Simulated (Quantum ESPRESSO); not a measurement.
# TiC (Fm-3m) in Quantum ESPRESSO: notebook

Runs on TiC. Level: PBE+D2. Tasks: single point, equation of state.

Everything below comes from runs of Quantum ESPRESSO 7.5. Logs are shortened: lines on timing, memory, paths and dates and some standing lists are left out, and cuts for length are marked.

### Step 1. Starting point

The structure is cubic, space group Fm-3m (No. 225). The conventional cell has a = 4.331 Å, b = 4.331 Å, c = 4.331 Å, α = 90.00°, β = 90.00°, γ = 90.00°. Around Ti (site symmetry m-3m) lie 6 C at 2.17 Å. C (site symmetry m-3m) has 6 Ti at 2.17 Å as nearest neighbours.

The cell is a database's computed one.

### Step 2. Single point, PBE+D2, 9.55 Å³/atom

File pw.in:

```
&CONTROL
  calculation = 'scf'
  prefix = 'pwscf'
  outdir = './tmp'
  pseudo_dir = './pseudo'
  tprnfor = .true.
  tstress = .true.
  disk_io = 'nowf'
/
&SYSTEM
  ibrav = 0
  nat = 2
  ntyp = 2
  ecutwfc = 84
  nbnd = 14
  occupations = 'smearing'
  smearing = 'fd'
  degauss = 0.00367493
  vdw_corr = 'grimme-d2'
/
&ELECTRONS
  conv_thr = 4d-10
  electron_maxstep = 120
  mixing_beta = 0.5
/
ATOMIC_SPECIES
Ti    47.8670 Ti.upf
C     12.0110 C.upf
CELL_PARAMETERS angstrom
   0.0000000000    2.1215080947    2.1215080947
   2.1215080947    0.0000000000    2.1215080947
   2.1215080947    2.1215080947    0.0000000000
ATOMIC_POSITIONS crystal
Ti     0.0000000000    0.0000000000    0.0000000000
C      0.5000000000    0.5000000000    0.5000000000
K_POINTS automatic
11 11 11 0 0 0
```

Potentials or basis: PseudoDojo 0.4.1 SR PBE standard.

The run is started by

```console
$ OMP_NUM_THREADS=1 pw.x -in pw.in > pw.out
```

pw.out:

```text
This program is part of the open-source Quantum ESPRESSO suite
     for quantum simulation of materials; please cite
         "P. Giannozzi et al., J. Phys.:Condens. Matter 21 395502 (2009);
         "P. Giannozzi et al., J. Phys.:Condens. Matter 29 465901 (2017);
         "P. Giannozzi et al., J. Chem. Phys. 152 154105 (2020);
     in publications or presentations arising from this work. More details at

     Message from routine setup:
     using ibrav=0 with symmetry is DISCOURAGED, use correct ibrav instead

     G-vector sticks info
     --------------------
     sticks:   dense  smooth     PW     G-vecs:    dense   smooth      PW
     Sum         745     745    235                13443    13443    2277

     Using Slab Decomposition

     bravais-lattice index     =            0
     lattice parameter (alat)  =       5.6697  a.u.
     unit-cell volume          =     128.8726 (a.u.)^3
     number of atoms/cell      =            2
     number of atomic types    =            2
     number of electrons       =        16.00
     number of Kohn-Sham states=           14
     kinetic-energy cutoff     =      84.0000  Ry
     charge density cutoff     =     336.0000  Ry
     scf convergence threshold =      4.0E-10
     mixing beta               =       0.5000
     number of iterations used =            8  plain     mixing
     Exchange-correlation= PBE
                           (   1   4   3   4   0   0   0)

     celldm(1)=   5.669680  celldm(2)=   0.000000  celldm(3)=   0.000000
     celldm(4)=   0.000000  celldm(5)=   0.000000  celldm(6)=   0.000000

     crystal axes: (cart. coord. in units of alat)
               a(1) = (   0.000000   0.707107   0.707107 )
               a(2) = (   0.707107   0.000000   0.707107 )
               a(3) = (   0.707107   0.707107   0.000000 )

     reciprocal axes: (cart. coord. in units 2 pi/alat)
               b(1) = ( -0.707107  0.707107  0.707107 )
               b(2) = (  0.707107 -0.707107  0.707107 )
               b(3) = (  0.707107  0.707107 -0.707107 )

     PseudoPot. # 1 for Ti read from file:
     Ti.upf
     Pseudo is Norm-conserving + core correction, Zval = 12.0
     Generated using ONCVPSP code by D. R. Hamann
     Using radial grid of 1586 points,  6 beta functions with:
                l(1) =   0
                l(2) =   0
                l(3) =   1
                l(4) =   1
                l(5) =   2
                l(6) =   2

     PseudoPot. # 2 for C  read from file:
     C.upf
     Pseudo is Norm-conserving + core correction, Zval =  4.0
     Generated using ONCVPSP code by D. R. Hamann
     Using radial grid of 1248 points,  4 beta functions with:
                l(1) =   0
                l(2) =   0
                l(3) =   1
                l(4) =   1

     atomic species   valence    mass     pseudopotential
     Ti               12.00    47.86700     Ti( 1.00)
     C                 4.00    12.01100     C ( 1.00)

     48 Sym. Ops., with inversion, found

   Cartesian axes

     site n.     atom                  positions (alat units)
         1        Ti     tau(   1) = (   0.0000000   0.0000000   0.0000000  )
         2        C      tau(   2) = (   0.7071068   0.7071068   0.7071068  )

     -------------------------------------------------
     Parameters for Dispersion (Grimme-D2) Correction:
     -------------------------------------------------
       atom      VdW radius       C_6

        Ti         2.952        374.666
        C          2.744         60.710

     number of k points=    56  Fermi-Dirac smearing, width (Ry)=  0.0037
                       cart. coord. in units 2pi/alat
        k(    1) = (   0.0000000   0.0000000   0.0000000), wk =   0.0015026
        k(    2) = (   0.0642824   0.0642824  -0.0642824), wk =   0.0120210
        k(    3) = (   0.1285649   0.1285649  -0.1285649), wk =   0.0120210
        k(    4) = (   0.1928473   0.1928473  -0.1928473), wk =   0.0120210
        k(    5) = (   0.2571297   0.2571297  -0.2571297), wk =   0.0120210
        k(    6) = (   0.3214122   0.3214122  -0.3214122), wk =   0.0120210
[... 48 lines left out ...]
        k(   55) = (  -0.0642824  -0.4499770   0.7071068), wk =   0.0360631
        k(   56) = (   0.0000000  -0.3856946   0.6428243), wk =   0.0360631

     Dense  grid:    13443 G-vectors     FFT dimensions: (  36,  36,  36)

     Initial potential from superposition of free atoms

     starting charge      15.9984, renormalised to      16.0000
     Starting wfcs are   14 randomized atomic wfcs

     Self-consistent Calculation

     iteration #  1     ecut=    84.00 Ry     beta= 0.50
     Davidson diagonalization with overlap
     ethr =  1.00E-02,  avg # of iterations =  4.0

     total energy              =    -130.59861177 Ry
     estimated scf accuracy    <       0.77368002 Ry

     iteration #  2     ecut=    84.00 Ry     beta= 0.50
     Davidson diagonalization with overlap
     ethr =  4.84E-03,  avg # of iterations =  2.1

     total energy              =    -130.76234063 Ry
     estimated scf accuracy    <       0.94123266 Ry

     iteration #  3     ecut=    84.00 Ry     beta= 0.50
     Davidson diagonalization with overlap
     ethr =  4.84E-03,  avg # of iterations =  1.1
[... 43 lines left out ...]
     total energy              =    -130.92671816 Ry
     estimated scf accuracy    <          4.7E-09 Ry

     iteration # 10     ecut=    84.00 Ry     beta= 0.50
     Davidson diagonalization with overlap
     ethr =  2.93E-11,  avg # of iterations =  2.6

     total energy              =    -130.92671815 Ry
     estimated scf accuracy    <          7.3E-09 Ry

     iteration # 11     ecut=    84.00 Ry     beta= 0.50
     Davidson diagonalization with overlap
     ethr =  2.93E-11,  avg # of iterations =  2.0

     End of self-consistent calculation

          k = 0.0000 0.0000 0.0000 (  1687 PWs)   bands (ev):

   -40.5553 -16.5639 -16.5639 -16.5639   3.1347  16.5455  16.5455  16.5455
    17.5749  17.5749  17.5749  17.6990  17.6990  27.2360

          k = 0.0643 0.0643-0.0643 (  1693 PWs)   bands (ev):

   -40.5476 -16.6159 -16.5686 -16.5686   3.3364  15.6757  15.9752  15.9752
    16.9071  16.9071  18.0253  19.2343  19.2343  27.5442

          k = 0.1286 0.1286-0.1286 (  1678 PWs)   bands (ev):

   -40.5271 -16.7532 -16.5810 -16.5810   3.9130  14.1744  14.7638  14.7638
    17.2832  17.2832  18.5204  20.9036  20.9036  27.9898

          k = 0.1928 0.1928-0.1928 (  1664 PWs)   bands (ev):

   -40.5000 -16.9288 -16.5973 -16.5973   4.7855  12.5607  13.7814  13.7814
    17.8887  17.8887  19.0092  22.4732  22.4732  27.2865
[... 83 lines left out ...]
   -40.4462 -17.1209 -16.7444 -16.6594   6.5755  10.4895  12.6683  13.1425
    18.4454  19.0565  20.0384  23.1813  23.4772  26.7176

          k =-0.1286-0.3857 0.3857 (  1679 PWs)   bands (ev):

   -40.4512 -17.0924 -16.7604 -16.6364   6.4408  10.6250  12.8158  12.9841
    18.5946  18.9865  19.9782  22.4151  24.2679  26.6803

          k =-0.0643-0.3214 0.3214 (  1665 PWs)   bands (ev):

   -40.4679 -17.0097 -16.7471 -16.6095   5.7794  11.3865  13.1104  13.1963
    17.9978  19.0617  19.9082  21.4149  24.3496  27.4420

          k = 0.0000-0.2571 0.2571 (  1672 PWs)   bands (ev):

   -40.4909 -16.9080 -16.6984 -16.5871   4.9868  12.4131  13.4980  13.7599
    17.4813  18.7215  19.6407  20.5997  23.6263  28.3039

          k = 0.3857 0.0000-0.0000 (  1696 PWs)   bands (ev):

   -40.4817 -16.8913 -16.6842 -16.6842   4.8955  12.0010  14.9502  15.3994
    15.3994  18.3026  19.9903  19.9903  22.6646  29.9946

          k = 0.4500 0.0643-0.0643 (  1672 PWs)   bands (ev):

   -40.4625 -16.9761 -16.7178 -16.7074   5.3027  11.7322  14.0827  15.0538
    15.9813  18.7637  20.0306  20.2902  23.0012  29.9094

          k = 0.5143 0.1286-0.1286 (  1675 PWs)   bands (ev):

   -40.4457 -17.0419 -16.7703 -16.7136   5.7655  11.6027  13.2023  14.3710
    16.7559  19.2776  19.9848  20.9685  23.0283  29.2142
[... 23 lines left out ...]
   -40.4360 -17.0661 -16.7752 -16.7504   5.5316  12.0056  13.7853  15.2573
    16.0374  19.1389  19.8676  19.9566  22.6371  29.1344

          k =-0.0643-0.5785 0.5785 (  1678 PWs)   bands (ev):

   -40.4290 -17.0590 -16.8452 -16.7407   5.8002  12.1888  12.9504  14.5414
    16.7545  19.4349  19.8712  20.6969  22.2525  29.4244

          k =-0.0000-0.5143 0.5143 (  1670 PWs)   bands (ev):

   -40.4298 -17.0001 -16.9312 -16.7120   6.1264  11.9571  12.4034  13.8434
    17.6208  19.1687  20.0388  21.8578  22.0613  29.1618

          k = 0.6428-0.0000 0.0000 (  1676 PWs)   bands (ev):

   -40.4287 -17.1015 -16.7700 -16.7700   5.4459  12.2527  14.0554  15.7931
    15.7931  18.7741  19.7239  19.7239  22.3747  28.6060

          k =-0.0000-0.6428 0.6428 (  1682 PWs)   bands (ev):

   -40.4261 -17.0981 -16.7970 -16.7664   5.5381  12.3455  13.6646  15.3826
    16.1054  19.4038  19.6143  19.7246  22.2231  28.8381

          k = 0.2571 0.1286 0.0000 (  1675 PWs)   bands (ev):

   -40.5104 -16.8035 -16.6453 -16.5953   4.3399  13.0809  14.5449  14.6059
    16.7318  18.1612  19.3895  19.9856  22.3230  28.7232

          k = 0.3214 0.1928-0.0643 (  1675 PWs)   bands (ev):

   -40.4862 -16.9328 -16.6854 -16.6101   5.0853  12.1025  13.6039  13.9505
    17.2345  18.6648  19.6821  20.9673  23.4487  28.3054

          k = 0.3857 0.2571-0.1286 (  1672 PWs)   bands (ev):

   -40.4639 -17.0550 -16.7084 -16.6316   5.9227  11.1211  12.9764  13.3881
    17.8800  19.0089  19.9327  22.1130  24.0313  27.1532

          k =-0.2571-0.3857 0.5143 (  1683 PWs)   bands (ev):

   -40.4506 -17.1276 -16.7170 -16.6483   6.5702  10.3913  12.7272  13.0381
    18.5382  19.0312  20.0520  23.1133  23.9198  26.3878
[... 13 lines left out ...]
   -40.4430 -17.0662 -16.7915 -16.6904   6.2142  11.1613  12.7662  13.4987
    17.8576  19.2151  19.9711  21.9869  23.1965  28.1119

          k =-0.1286-0.3857 0.5143 (  1674 PWs)   bands (ev):

   -40.4396 -17.0728 -16.8192 -16.6821   6.4439  10.9455  12.6469  13.2308
    18.6029  18.8310  19.9500  22.4398  23.1212  27.7145

          k =-0.0643-0.3214 0.4500 (  1673 PWs)   bands (ev):

   -40.4479 -17.0391 -16.8173 -16.6571   6.2425  11.0669  12.8241  13.1830
    18.2442  19.1738  20.0286  21.5509  23.8661  27.9198

          k = 0.0000-0.2571 0.3857 (  1676 PWs)   bands (ev):

   -40.4653 -16.9883 -16.7677 -16.6288   5.7064  11.5044  13.2611  13.3547
    17.6778  19.2053  20.0338  20.9076  24.0053  28.4121

          k = 0.5143 0.1286 0.0000 (  1682 PWs)   bands (ev):

   -40.4467 -17.0271 -16.7634 -16.7264   5.5667  11.7532  13.7067  14.6196
    16.4738  19.1709  19.9940  20.2402  22.9713  29.7758

          k =-0.1286-0.5143 0.6428 (  1674 PWs)   bands (ev):

   -40.4348 -17.0452 -16.8214 -16.7386   5.8703  11.8803  13.0620  14.0577
    17.1764  19.4224  19.8818  20.7571  22.6386  29.6570

          k =-0.0643-0.4500 0.5785 (  1681 PWs)   bands (ev):

   -40.4306 -17.0155 -16.8972 -16.7254   6.1544  11.8457  12.5389  13.6210
    17.9044  19.1525  19.9215  21.8803  22.0556  29.2187

          k = 0.0000-0.3857 0.5143 (  1669 PWs)   bands (ev):

   -40.4355 -16.9914 -16.9195 -16.6934   6.3188  11.3908  12.5743  13.3059
    18.6776  18.7095  20.0865  21.4836  23.0629  28.7780

          k =-0.0643-0.5785 0.7071 (  1668 PWs)   bands (ev):

   -40.4284 -17.0786 -16.7969 -16.7711   5.6261  12.2393  13.5249  14.7357
    16.6029  19.5212  19.7262  19.8683  22.3204  29.2318

          k =-0.0000-0.5143 0.6428 (  1680 PWs)   bands (ev):

   -40.4264 -17.0477 -16.8556 -16.7612   5.8486  12.3641  12.8976  14.0892
    17.2327  19.4600  19.7878  20.6636  22.0462  29.8300

          k =-0.1928-0.4500 0.7071 (  1680 PWs)   bands (ev):

   -40.4418 -17.0217 -16.8312 -16.7039   6.0338  11.5234  12.9909  13.4775
    17.7735  19.3483  20.0215  20.9075  23.2032  29.4015

          k =-0.1286-0.3857 0.6428 (  1674 PWs)   bands (ev):

   -40.4327 -17.0131 -16.8821 -16.7287   6.2275  11.6497  12.6614  13.3113
    18.4129  18.9803  19.8780  21.5820  22.5075  29.1848

          k =-0.0643-0.4500 0.7071 (  1674 PWs)   bands (ev):

   -40.4278 -17.0169 -16.8689 -16.7714   6.0057  12.2232  12.8770  13.4242
    17.9363  19.3629  19.7353  20.9007  22.1061  30.4061

          k = 0.0000-0.3857 0.6428 (  1670 PWs)   bands (ev):

   -40.4271 -16.9624 -16.9350 -16.7671   6.1414  12.3196  12.5020  13.2109
    18.5288  18.9896  19.7607  21.5962  21.6452  30.0885

     the Fermi energy is    15.8943 ev

!    total energy              =    -130.92671815 Ry
     estimated scf accuracy    <          3.4E-11 Ry
     smearing contrib. (-TS)   =      -0.00017736 Ry
     internal energy E=F+TS    =    -130.92654080 Ry

     The total energy is F=E-TS. E is the sum of the following terms:
     one-electron contribution =     -26.48924523 Ry
     hartree contribution      =      22.02000695 Ry
     xc contribution           =     -21.87044579 Ry
     ewald contribution        =    -104.53701749 Ry
     Dispersion Correction     =      -0.04983924 Ry

     convergence has been achieved in  11 iterations

     Forces acting on atoms (cartesian axes, Ry/au):

     atom    1 type  1   force =    -0.00000000   -0.00000000    0.00000000
     atom    2 type  2   force =     0.00000000   -0.00000000   -0.00000000

     Total force =     0.000000     Total SCF correction =     0.000000

     Computing stress (Cartesian axis) and pressure

          total   stress  (Ry/bohr**3)                   (kbar)     P=      163.60
   0.00111215  -0.00000000  -0.00000000          163.60       -0.00       -0.00
  -0.00000000   0.00111215  -0.00000000           -0.00      163.60       -0.00
  -0.00000000  -0.00000000   0.00111215           -0.00       -0.00      163.60

=------------------------------------------------------------------------------=
   JOB DONE.
=------------------------------------------------------------------------------=
```

It took 18 s on 1 thread of Intel Xeon at 2.60GHz (Ice Lake), shared host; peak memory 0.09 GiB.

What came out:

```
Free energy            : -1781.3487 eV
Pressure               : 16.4 GPa
Band gap on the k mesh : none (metal or under the smearing width)
```

Caveat: pairwise dispersion overbinds metals, which lowers pressure and volume.

### Step 3. Single point, PBE+D2, 9.75 Å³/atom

pw.in: that of step 2 with these lines changed.

```diff
@@ -29,5 +29,5 @@
 CELL_PARAMETERS angstrom
-   0.0000000000    2.1215080947    2.1215080947
-   2.1215080947    0.0000000000    2.1215080947
-   2.1215080947    2.1215080947    0.0000000000
+   0.0000000000    2.1364487848    2.1364487848
+   2.1364487848    0.0000000000    2.1364487848
+   2.1364487848    2.1364487848    0.0000000000
 ATOMIC_POSITIONS crystal
```

Potentials or basis: PseudoDojo 0.4.1 SR PBE standard.

The run is started by

```console
$ OMP_NUM_THREADS=1 pw.x -in pw.in > pw.out
```

It took 18 s on 1 thread of Intel Xeon at 2.60GHz (Ice Lake), shared host; peak memory 0.09 GiB.

The run converged. Its results:

```
Free energy            : -1781.3821 eV
Pressure               : 9.9 GPa
Band gap on the k mesh : none (metal or under the smearing width)
```

Caveat: pairwise dispersion overbinds metals, which lowers pressure and volume.

### Step 4. Single point, PBE+D2, 9.95 Å³/atom

pw.in: that of step 3 with these lines changed.

```diff
@@ -29,5 +29,5 @@
 CELL_PARAMETERS angstrom
-   0.0000000000    2.1364487848    2.1364487848
-   2.1364487848    0.0000000000    2.1364487848
-   2.1364487848    2.1364487848    0.0000000000
+   0.0000000000    2.1511833799    2.1511833799
+   2.1511833799    0.0000000000    2.1511833799
+   2.1511833799    2.1511833799    0.0000000000
 ATOMIC_POSITIONS crystal
```

The run is started by

```console
$ OMP_NUM_THREADS=1 pw.x -in pw.in > pw.out
```

It took 20 s on 1 thread of Intel Xeon at 2.60GHz (Ice Lake), shared host; peak memory 0.09 GiB.

Results (log left out):

| Quantity | Value |
| --- | --- |
| Free energy | -1781.3999 eV |
| Pressure | 4.1 GPa |
| Band gap on the k mesh | none (metal or under the smearing width) |

Caveat: pairwise dispersion overbinds metals, which lowers pressure and volume.

### Step 5. Single point, PBE+D2, 10.16 Å³/atom

pw.in: that of step 4 with these lines changed.

```diff
@@ -29,5 +29,5 @@
 CELL_PARAMETERS angstrom
-   0.0000000000    2.1511833799    2.1511833799
-   2.1511833799    0.0000000000    2.1511833799
-   2.1511833799    2.1511833799    0.0000000000
+   0.0000000000    2.1657188437    2.1657188437
+   2.1657188437    0.0000000000    2.1657188437
+   2.1657188437    2.1657188437    0.0000000000
 ATOMIC_POSITIONS crystal
```

The run is started by

```console
$ OMP_NUM_THREADS=1 pw.x -in pw.in > pw.out
```

Run time: 19 s. Hardware: 1 thread of Intel Xeon at 2.60GHz (Ice Lake), shared host; peak memory 0.09 GiB.

It converged, with:

| Quantity | Value |
| --- | --- |
| Free energy | -1781.4035 eV |
| Pressure | -1.3 GPa |
| Band gap on the k mesh | none (metal or under the smearing width) |

Caveat: pairwise dispersion overbinds metals, which lowers pressure and volume.

### Step 6. Single point, PBE+D2, 10.36 Å³/atom

pw.in: that of step 5 with these lines changed.

```diff
@@ -29,5 +29,5 @@
 CELL_PARAMETERS angstrom
-   0.0000000000    2.1657188437    2.1657188437
-   2.1657188437    0.0000000000    2.1657188437
-   2.1657188437    2.1657188437    0.0000000000
+   0.0000000000    2.1800617706    2.1800617706
+   2.1800617706    0.0000000000    2.1800617706
+   2.1800617706    2.1800617706    0.0000000000
 ATOMIC_POSITIONS crystal
```

Potentials or basis: PseudoDojo 0.4.1 SR PBE standard.

The run is started by

```console
$ OMP_NUM_THREADS=1 pw.x -in pw.in > pw.out
```

Run time: 20 s. Hardware: 1 thread of Intel Xeon at 2.60GHz (Ice Lake), shared host; peak memory 0.09 GiB.

The run converged. Its results:

```yaml
Free_energy: -1781.3942 eV
Pressure: -6.2 GPa
Band_gap_on_the_k_mesh: none (metal or under the smearing width)
```

Caveat: pairwise dispersion overbinds metals, which lowers pressure and volume.

### Step 7. Single point, PBE+D2, 10.56 Å³/atom

pw.in: that of step 6 with these lines changed.

```diff
@@ -29,5 +29,5 @@
 CELL_PARAMETERS angstrom
-   0.0000000000    2.1800617706    2.1800617706
-   2.1800617706    0.0000000000    2.1800617706
-   2.1800617706    2.1800617706    0.0000000000
+   0.0000000000    2.1942184125    2.1942184125
+   2.1942184125    0.0000000000    2.1942184125
+   2.1942184125    2.1942184125    0.0000000000
 ATOMIC_POSITIONS crystal
```

The run is started by

```console
$ OMP_NUM_THREADS=1 pw.x -in pw.in > pw.out
```

Run time: 22 s. Hardware: 1 thread of Intel Xeon at 2.60GHz (Ice Lake), shared host; peak memory 0.09 GiB.

Results (log left out):

| Property | Result |
| --- | --- |
| Free energy | -1781.3729 eV |
| Pressure | -10.6 GPa |
| Band gap on the k mesh | none (metal or under the smearing width) |

Caveat: pairwise dispersion overbinds metals, which lowers pressure and volume.

### Step 8. Single point, PBE+D2, 10.77 Å³/atom

pw.in: that of step 7 with these lines changed.

```diff
@@ -29,5 +29,5 @@
 CELL_PARAMETERS angstrom
-   0.0000000000    2.1942184125    2.1942184125
-   2.1942184125    0.0000000000    2.1942184125
-   2.1942184125    2.1942184125    0.0000000000
+   0.0000000000    2.2081947028    2.2081947028
+   2.2081947028    0.0000000000    2.2081947028
+   2.2081947028    2.2081947028    0.0000000000
 ATOMIC_POSITIONS crystal
```

The run is started by

```console
$ OMP_NUM_THREADS=1 pw.x -in pw.in > pw.out
```

It took 26 s on 1 thread of Intel Xeon at 2.60GHz (Ice Lake), shared host; peak memory 0.09 GiB.

The run converged. Its results:

- Free energy: -1781.3408 eV
- Pressure: -14.7 GPa
- Band gap on the k mesh: none (metal or under the smearing width)

Caveat: pairwise dispersion overbinds metals, which lowers pressure and volume.

### Step 9. Equation of state, PBE+D2

Potentials or basis: PseudoDojo 0.4.1 SR PBE standard.

This step only gathers the single runs of the series.

What came out:

* Equilibrium volume: 10.11 Å³/atom
* Bulk modulus: 260 GPa
* Pressure derivative of the bulk modulus: 3.5

Energy against volume, from the lowest point:
```
volume (Å³/atom)  energy (meV/atom)
           9.548              27.39
           9.752              10.71
           9.955               1.80
          10.158               0.00
          10.361               4.69
          10.564              15.31
          10.767              31.34
```
